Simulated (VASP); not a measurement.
# Vacuum and the quasiparticle gap of a sheet of MoTe2 monolayer, part 3 of 5

How does the G0W0 gap of a single sheet of MoTe2 monolayer depend on the vacuum between its repeats?

VASP 6.6.1, plane waves and PAW; the level of theory is named at each step.

So far, gap on the k-mesh (eV): step 4 (empty bands, box 12 Å) 1.09.

### 5. G0W0, box 12 Å, bands in the sums 256

This step: G0W0 on PBE, no spin polarisation; plane waves and PAW (Mo_sv_GW, Te_GW) (VASP 6.6.1).

G0W0 keeps orbitals and screening fixed and shifts each of the lowest NBANDSGW levels once.

The input, INCAR:

```
SYSTEM = Te2Mo
PREC = Accurate
ENCUT = 370
ISMEAR = 0
SIGMA = 0.01
LREAL = .FALSE.
GGA = PE
NBANDS = 256
LASPH = .TRUE.
ALGO = EVGW0
NELMGW = 1
ENCUTGW = 90
NOMEGA = 48
PRECFOCK = Fast
NBANDSGW = 24
LWAVE = .FALSE.
LCHARG = .FALSE.
```

The input, POSCAR:

```
Te2Mo
1.0
    3.5500000000      0.0000000000      0.0000000000
   -1.7750000000      3.0743901834      0.0000000000
    0.0000000000      0.0000000000     12.0000000000
Mo Te
1 2
Direct
    0.3333333333      0.6666666667      0.5000000000
    0.6666666667      0.3333333333      0.6508765971
    0.6666666667      0.3333333333      0.3491234029
```

The input, KPOINTS:

```
Automatic mesh
0
Gamma
9 9 1
0 0 0
```

Potentials, in the order of the species: Mo_sv_GW and Te_GW (PBE family, release 64).

Command:

```console
> mpirun -np 8 vasp_std
```

The program printed:

```text
[banner, memory and clock lines left out]
running    8 mpi-ranks, on    1 nodes
 distrk:  each k-point on    8 cores,    1 groups
 distr:  one band on    1 cores,    8 groups

 POSCAR found type information on POSCAR MoTe
 POSCAR found :  2 types and       3 ions
 [... a notice as in an earlier step ...]

|                                                                             |
|           W    W    AA    RRRRR   N    N  II  N    N   GGGG   !!!           |
|           W    W   A  A   R    R  NN   N  II  NN   N  G    G  !!!           |
|           W    W  A    A  R    R  N N  N  II  N N  N  G       !!!           |
|           W WW W  AAAAAA  RRRRR   N  N N  II  N  N N  G  GGG   !            |
|           WW  WW  A    A  R   R   N   NN  II  N   NN  G    G                |
|           W    W  A    A  R    R  N    N  II  N    N   GGGG   !!!           |
|                                                                             |
|     The default for ENCUTGWSOFT is different in this version of VASP.       |
|     please manually set ENCUTGWSOFT =90 in the INCAR file.                  |
|                                                                             |

 LDA part: xc-table for (Slater+PW92), standard interpolation
 found WAVECAR, reading the header
 POSCAR, INCAR and KPOINTS ok, starting setup
 FFT: planning ... GRIDC
 FFT: planning ... GRID_SOFT
 FFT: planning ... GRID
 reading WAVECAR
 the WAVECAR file was read successfully
 initial charge from wavefunction
 available memory per node:     70.82 GB, setting MAXMEM to     72524

 The Fermi energy was updated, please check that it is located mid-gap
 values below the HOMO (VB) or above the LUMO (CB) will cause erroneous energies
 E-fermi :   3.0234

 calculate exact exchange contribution
 the WAVEDER file was read successfully
|                                                                             |
|           W    W    AA    RRRRR   N    N  II  N    N   GGGG   !!!           |
|           W    W   A  A   R    R  NN   N  II  NN   N  G    G  !!!           |
|           W    W  A    A  R    R  N N  N  II  N N  N  G       !!!           |
|           W WW W  AAAAAA  RRRRR   N  N N  II  N  N N  G  GGG   !            |
|           WW  WW  A    A  R   R   N   NN  II  N   NN  G    G                |
|           W    W  A    A  R    R  N    N  II  N    N   GGGG   !!!           |
|                                                                             |
|     Automatic setting of frequency mesh for GW failed. Frequency mesh       |
|     properly not suitable for determining QP energies. Consider             |
|     increasing number of kpoints.                                           |
|                                                                             |

energies w=
    0.000    0.000    0.882    0.000    1.761    0.000    2.633    0.000
    3.495    0.000    4.346    0.000    5.183    0.000    6.006    0.000
    6.814    0.000    7.607    0.000    8.386    0.000    9.152    0.000
    9.907    0.000   10.653    0.000   11.392    0.000   12.126    0.000
   12.858    0.000   13.590    0.000   14.325    0.000   15.067    0.000
   15.819    0.000   16.585    0.000   17.369    0.000   18.175    0.000
   19.009    0.000   19.877    0.000   20.784    0.000   21.739    0.000
   22.751    0.000   23.830    0.000   24.989    0.000   26.244    0.000
   27.613    0.000   29.120    0.000   30.793    0.000   32.671    0.000
   34.801    0.000   37.247    0.000   40.093    0.000   43.457    0.000
   47.504    0.000   52.472    0.000   58.725    0.000   66.837    0.000
   77.778    0.000   93.320    0.000  117.087    0.000  157.823    0.000
 responsefunction array rank=     272
 LDA part: xc-table for (Slater+PW92), standard interpolation

 min. memory requirement per mpi rank    346.3 MB, per node   2770.1 MB

 allocating   6 responsefunctions rank=   272
 shmem allocating  48 responsefunctions rank=   272
 response function shared by NCSHMEM nodes    1
 Doing            6  frequencies on each core in blocks of           48
NQ=   1    0.0000    0.0000    0.0000,
|.........|.........|.........|.........|.........|.........|.........|.........
 performed        659000 updates of chi_q(r,r)
 total number of BLAS operations        370.35 Gflops
NQ=   2    0.1111   -0.0000    0.0000,
|.........|.........|.........|.........|.........|.........|.........|.........
 performed       1834000 updates of chi_q(r,r)
 total number of BLAS operations        981.74 Gflops
NQ=   3    0.2222    0.0000    0.0000,
|.........|.........|.........|.........|.........|.........|.........|.........
 performed       3009000 updates of chi_q(r,r)
 total number of BLAS operations       1602.77 Gflops
NQ=   4    0.3333   -0.0000    0.0000,
|.........|.........|.........|.........|.........|.........|.........|.........
 performed       4184000 updates of chi_q(r,r)
 total number of BLAS operations       2195.13 Gflops
NQ=   5    0.4444    0.0000    0.0000,
|.........|.........|.........|.........|.........|.........|.........|.........
 performed       5359000 updates of chi_q(r,r)
 total number of BLAS operations       2821.00 Gflops
NQ=   6    0.1111    0.1111    0.0000,
|.........|.........|.........|.........|.........|.........|.........|.........
 performed       6644000 updates of chi_q(r,r)
 total number of BLAS operations       3458.82 Gflops
NQ=   7    0.2222    0.1111    0.0000,
|.........|.........|.........|.........|.........|.........|.........|.........
 performed       8151000 updates of chi_q(r,r)
 total number of BLAS operations       4230.55 Gflops
NQ=   8    0.3333    0.1111    0.0000,
|.........|.........|.........|.........|.........|.........|.........|.........
 performed       9658000 updates of chi_q(r,r)
 total number of BLAS operations       5026.89 Gflops
NQ=   9    0.4444    0.1111    0.0000,
|.........|.........|.........|.........|.........|.........|.........|.........
 performed      10943000 updates of chi_q(r,r)
 total number of BLAS operations       5711.64 Gflops
NQ=  10    0.2222    0.2222    0.0000,
|.........|.........|.........|.........|.........|.........|.........|.........
 performed      12228000 updates of chi_q(r,r)
 total number of BLAS operations       6349.46 Gflops
NQ=  11    0.3333    0.2222    0.0000,
|.........|.........|.........|.........|.........|.........|.........|.........
 performed      13735000 updates of chi_q(r,r)
 total number of BLAS operations       7115.11 Gflops
NQ=  12    0.3333    0.3333    0.0000,
|.........|.........|.........|.........|.........|.........|.........|.........
 performed      14529000 updates of chi_q(r,r)
 total number of BLAS operations       7568.16 Gflops
 resolving degeneracies of screened two electron integrals

 calculate QP shifts <psi_nk| G(iteration)W_0 |psi_nk>: iteration 1
 entering main loop
```

Wall time 5.8 min (8 MPI ranks of Intel Xeon Platinum 8259CL at 2.50GHz (Skylake/Cascade Lake), shared host); peak memory 3.1 GiB.

Parts of OUTCAR (step 5):

```text
   k-points           NKPTS =     12   k-points in BZ     NKDIM =     81   number of bands    NBANDS=    256

   NELECT =      26.0000    total number of electrons

 E-fermi :   3.0234

 QP shifts <psi_nk| G(iteration)W_0 |psi_nk>: iteration 1
 for sc-GW calculations column KS-energies equals QP-energies in previous step
 and V_xc(KS)=  KS-energies - (<T + V_ion + V_H > + <T+V_H+V_ion>^1  + <V_x>^1)
 k-point   1 :       0.0000    0.0000    0.0000
  band No.  KS-energies  QP-energies   sigma(KS)   V_xc(KS)     V^pw_x(r,r')   Z            occupation Imag(sigma)
    ...
     10       0.8454       0.7532     -14.9042     -14.7791     -16.5498       0.7369       2.0000       0.3593
     11       1.6106       1.6306     -15.5902     -15.6172     -16.4808       0.7429       2.0000       0.2238
     12       1.6106       1.6306     -15.5902     -15.6172     -16.4808       0.7429       2.0000       0.2238
     13       2.0068       1.9418     -14.5120     -14.4244     -15.2244       0.7421       2.0000       0.2132
     14       5.5319       6.0610     -12.0104     -12.6998      -8.5307       0.7676       0.0000      -0.3480
     15       5.5319       6.0610     -12.0104     -12.6998      -8.5307       0.7676       0.0000      -0.3480
     16       5.8037       6.3556     -12.3517     -13.0728      -8.5581       0.7654       0.0000      -0.4410
     17       5.8037       6.3556     -12.3517     -13.0728      -8.5581       0.7654       0.0000      -0.4410
    ...

 k-point   2 :       0.1111   -0.0000    0.0000
  band No.  KS-energies  QP-energies   sigma(KS)   V_xc(KS)     V^pw_x(r,r')   Z            occupation Imag(sigma)
    ...
     10       0.9817       0.8865     -14.8468     -14.7180     -16.3961       0.7390       2.0000       0.3404
     11       1.3959       1.3730     -15.2932     -15.2623     -16.3214       0.7443       2.0000       0.2442
     12       1.7203       1.4604     -13.2769     -12.9346     -14.2501       0.7597       2.0000       0.2221
     13       1.9874       1.9403     -14.6725     -14.6089     -15.3765       0.7402       2.0000       0.2119
     14       4.9404       5.5260     -12.4781     -13.2431      -9.1210       0.7654       0.0000      -0.3031
     15       4.9526       5.4731     -11.9552     -12.6353      -8.4623       0.7654       0.0000      -0.3551
     16       5.4611       5.9964     -12.4546     -13.1558      -8.7967       0.7633       0.0000      -0.4033
     17       5.6673       6.2437     -12.3731     -13.1269      -8.7577       0.7647       0.0000      -0.3730
    ...

[... 7 parts as in an earlier step ...]

[... 8 further parts left out ...]
```

This step gave:

| Quantity | Value |
| --- | --- |
| quasiparticle gap on the mesh | 1.683 eV |
| smallest direct quasiparticle gap on the mesh | 1.683 eV |
| gap of the starting orbitals on the mesh | 1.090 eV |

GW takes the gap from 1.090 to 1.683 eV. The sheet keeps a typed, unrelaxed lattice constant, and the Coulomb interaction between its repeats isn't cut. Spin-orbit coupling is left out. The value holds for 256 bands, ENCUTGW = 90 eV and this mesh, and isn't shown to be converged in them. VASP warns that the automatic setting of its frequency mesh failed and advises more k points, so the value is in doubt.

### 6. Ground state with more vacuum, box 13.5 Å, height 13.5

This step: PBE, no spin polarisation; plane waves and PAW (Mo_sv_GW, Te_GW) (VASP 6.6.1).

The cell is made 13.5 Å high around the same sheet, and the chain is run again; the band count grows with the volume, so that the sums reach the same energy.

The input, INCAR:

```
SYSTEM = Te2Mo
PREC = Accurate
ENCUT = 370
EDIFF = 1E-08
NELM = 100
ISMEAR = 0
SIGMA = 0.01
LREAL = .FALSE.
ALGO = Normal
GGA = PE
NBANDS = 19
LASPH = .TRUE.
LORBIT = 11
LWAVE = .TRUE.
LCHARG = .FALSE.
KPAR = 8
```

The input, POSCAR:

```
Te2Mo
1.0
    3.5500000000      0.0000000000      0.0000000000
   -1.7750000000      3.0743901834      0.0000000000
    0.0000000000      0.0000000000     13.5000000000
Mo Te
1 2
Direct
    0.3333333333      0.6666666667      0.5000000000
    0.6666666667      0.3333333333      0.6341125308
    0.6666666667      0.3333333333      0.3658874692
```

KPOINTS is that of step 5.

Command:

```console
> mpirun -np 8 vasp_std
```

The program printed:

```text
[... set-up lines as in an earlier step ...]
 entering main loop
       N       E                     dE             d eps       ncg     rms          rms(c)
DAV:   1     0.154612854699E+03    0.15461E+03   -0.10976E+04   592   0.872E+02
DAV:   2    -0.454248785797E+01   -0.15916E+03   -0.15480E+03   642   0.303E+02
DAV:   3    -0.204565407590E+02   -0.15914E+02   -0.15767E+02   720   0.904E+01
DAV:   4    -0.211441400115E+02   -0.68760E+00   -0.68201E+00   736   0.223E+01
DAV:   5    -0.211748690304E+02   -0.30729E-01   -0.30677E-01   730   0.435E+00    0.876E+00
DAV:   6    -0.201081443036E+02    0.10667E+01   -0.30481E+01   727   0.344E+01    0.627E+00
DAV:   7    -0.188803263880E+02    0.12278E+01   -0.98636E+00   691   0.197E+01    0.242E+00
DAV:   8    -0.188266271461E+02    0.53699E-01   -0.67350E-01   653   0.586E+00    0.504E-01
DAV:   9    -0.188215055738E+02    0.51216E-02   -0.34418E-02   708   0.162E+00    0.213E-01
DAV:  10    -0.188198681766E+02    0.16374E-02   -0.80501E-03   697   0.817E-01    0.723E-02
DAV:  11    -0.188195882147E+02    0.27996E-03   -0.14885E-03   690   0.325E-01    0.489E-02
DAV:  12    -0.188192130808E+02    0.37513E-03   -0.91332E-04   704   0.191E-01    0.337E-02
DAV:  13    -0.188193314076E+02   -0.11833E-03   -0.33618E-04   641   0.145E-01    0.173E-02
DAV:  14    -0.188195080784E+02   -0.17667E-03   -0.39452E-05   569   0.476E-02    0.637E-03
DAV:  15    -0.188195839250E+02   -0.75847E-04   -0.14215E-05   585   0.249E-02    0.295E-03
DAV:  16    -0.188195957923E+02   -0.11867E-04   -0.30107E-06   566   0.959E-03    0.981E-04
DAV:  17    -0.188195984036E+02   -0.26113E-05   -0.11001E-06   658   0.425E-03    0.339E-04
DAV:  18    -0.188195988077E+02   -0.40409E-06   -0.70972E-08   570   0.120E-03    0.189E-04
DAV:  19    -0.188195988322E+02   -0.24570E-07   -0.81830E-09   538   0.582E-04    0.305E-05
DAV:  20    -0.188195988357E+02   -0.35143E-08   -0.89980E-10   365   0.267E-04
   1 F= -.18819599E+02 E0= -.18819599E+02  d E =-.360657E-69
 writing wavefunctions
```

Run time: 14 s. Hardware: 8 MPI ranks; peak memory 2 GiB.

From OUTCAR (step 6):

```text
   ENCUT  =  370.0 eV  27.19 Ry    5.21 a.u.   5.57  5.57 21.17*2*pi/ulx,y,z

   NELECT =      26.0000    total number of electrons

 E-fermi :   1.7829

 k-point     1 :       0.0000    0.0000    0.0000
  band No.  band energies     occupation
    ...
      9       0.0271      2.00000
     10       0.0271      2.00000
     11       0.7923      2.00000
     12       0.7923      2.00000
     13       1.1929      2.00000
     14       4.7135      0.00000
     15       4.7135      0.00000
     16       4.9854      0.00000
     17       4.9854      0.00000
     18       5.6071      0.00000
    ...

  Total       -0.0726774     -0.0726774     -0.1583145      0.0000000      0.0000000     -0.0000000
  in kB       -0.7902938     -0.7902938     -1.7215124      0.0000000      0.0000000     -0.0000000
  external PRESSURE =      -1.1007000 kB  Pullay stress =       0.0000000 kB

 POSITION                                       TOTAL-FORCE (eV/Angst)
 -----------------------------------------------------------------------------------
     -0.00000      2.04959      6.75000        -0.000000      0.000000      0.000000
      1.77500      1.02480      8.56052         0.000000      0.000000     -0.020848
      1.77500      1.02480      4.93948         0.000000     -0.000000      0.020848
 -----------------------------------------------------------------------------------
    total drift:                                0.000001     -0.000001     -0.000000

  FREE ENERGIE OF THE ION-ELECTRON SYSTEM (eV)
  ---------------------------------------------------
  free  energy   TOTEN  =       -18.8195988357 eV

  energy  without entropy=      -18.8195988357  energy(sigma->0) =      -18.81959884

[... 2 parts as in an earlier step ...]

[... 14 further parts left out ...]
```

This step gave:

* Fermi energy: 1.783 eV

### 7. Empty bands, box 13.5 Å, height 13.5

The empty bands are made again, for the run that follows.

The input, INCAR:

```
SYSTEM = Te2Mo
PREC = Accurate
ENCUT = 370
ISMEAR = 0
SIGMA = 0.01
LREAL = .FALSE.
GGA = PE
NBANDS = 288
LASPH = .TRUE.
ALGO = Exact
NELM = 1
LWAVE = .TRUE.
LCHARG = .FALSE.
LOPTICS = .TRUE.
NEDOS = 1000
CSHIFT = 0.1
```

POSCAR is that of step 6.

KPOINTS is that of step 6.

Command:

```console
> mpirun -np 8 vasp_std
```

The program printed:

```text
[banner, memory and clock lines left out]
running    8 mpi-ranks, on    1 nodes
[...]
[... a notice as in an earlier step ...]

 LDA part: xc-table for (Slater+PW92), standard interpolation
 found WAVECAR, reading the header
  number of bands has changed, file:    19 present:   288
  trying to continue reading WAVECAR, but it might fail
 POSCAR, INCAR and KPOINTS ok, starting setup
[...]
reading WAVECAR
 random initialization beyond band           19
 the WAVECAR file was read successfully
 initial charge from wavefunction
 entering main loop
       N       E                     dE             d eps       ncg     rms          rms(c)
DIA:   1    -0.188195988394E+02   -0.18820E+02    0.00000E+00     0   0.000E+00
   1 F= -.18819599E+02 E0= -.18819599E+02  d E =-.262638E-14
 writing wavefunctions
 optical routines
 imaginary and real dielectric function
 recalculating local potential from charge density
 direction            1
 direction            2
 direction            3
```

It took 62 s on 8 MPI ranks; peak memory 3 GiB.

Parts of OUTCAR (step 7):

```text
  Total       -0.0726858     -0.0726858     -0.1583108      0.0000000      0.0000000     -0.0000000
  in kB       -0.7903861     -0.7903861     -1.7214719      0.0000000      0.0000000     -0.0000000
  external PRESSURE =      -1.1007480 kB  Pullay stress =       0.0000000 kB

 POSITION                                       TOTAL-FORCE (eV/Angst)
 -----------------------------------------------------------------------------------
     -0.00000      2.04959      6.75000        -0.000000     -0.000000      0.000000
      1.77500      1.02480      8.56052         0.000000      0.000000     -0.020849
      1.77500      1.02480      4.93948         0.000000      0.000000      0.020849
 -----------------------------------------------------------------------------------
    total drift:                                0.000001     -0.000001     -0.000000

  FREE ENERGIE OF THE ION-ELECTRON SYSTEM (eV)
  ---------------------------------------------------
  free  energy   TOTEN  =       -18.8195988394 eV

  energy  without entropy=      -18.8195988394  energy(sigma->0) =      -18.81959884

[... 1 part as in an earlier step ...]

[... 2 further parts left out ...]
[key lines of the parts left out:]
E-fermi :   1.7097
```

WAVECAR now holds 288 bands for 26 electrons.

[end of part 3 of 5]

[Lines on the potential files, build, host, timing and source positions are cut from VASP's logs without a mark.]

[Logs are printed without paths, hosts, clocks, repeated set-up lines and the standing remarks that a program may print on its own settings, such as how far it seeks lower states.]

[Hosts, paths, dates, database ids (printed as entryN), source tags and the programs' standing remarks are cut or masked in the printed files.]

[Pressures printed for these runs are not shown converged in the cutoff: they can be off by several GPa and have the wrong sign.]
